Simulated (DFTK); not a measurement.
**BAs under changes of volume**

One of the cells (13.626 Å³/atom); the others are scaled copies at fixed shape and fractional positions:

```
As B
1.0
     0.00000    2.38850    2.38850
     2.38850    0.00000    2.38850
     2.38850    2.38850    0.00000
As B
1 1
Direct
  0.75000 0.75000 0.75000
  0.00000 0.00000 0.00000
```

```yaml
Program: DFTK 0.8.2
Functional: PBEsol
Potentials_or_basis: dojo.nc.sr.pbesol.v0_4_1.standard.upf (PBEsol)
Cutoff: 1143 eV
k_mesh: 10 × 10 × 10
Occupations: fermi-dirac, width 0.05 eV
Spin: no spin polarisation
```

```csv
volume (Å³/atom),energy over the lowest point (meV/atom),pressure (GPa),gap on the mesh (eV)
12.809,19.76,8.9,1.03
13.081,7.62,5.4,1.05
13.354,1.22,2.2,1.08
13.626,0.00,-0.7,1.10
13.899,3.46,-3.3,1.11
14.171,?,?,?
14.444,22.63,-7.8,1.15
```

**Question.** What does the run at 14.171 Å³/atom give?

**Answer.** Energy over the lowest point 11.14 meV/atom; pressure -5.7 GPa; gap on the mesh 1.13 eV.

Worked out: A Birch-Murnaghan fit of order 3 (a polynomial in V^(-2/3)) to the other rows has its minimum at 13.56 Å³/atom with B0 = V·E''(V) = 140 GPa and B' = 4.1. It gives 11.13 meV/atom at 14.171 Å³/atom, against the run's 11.14, and -dE/dV = -5.7 GPa, against -5.7. A straight line through the other rows of the gap, of slope 0.993 eV per unit of ln V, gives 1.13 eV, against the run's 1.13.

Energies are extrapolated to zero smearing.

A mesh can miss the band edges. Spin-orbit coupling on As is left out.
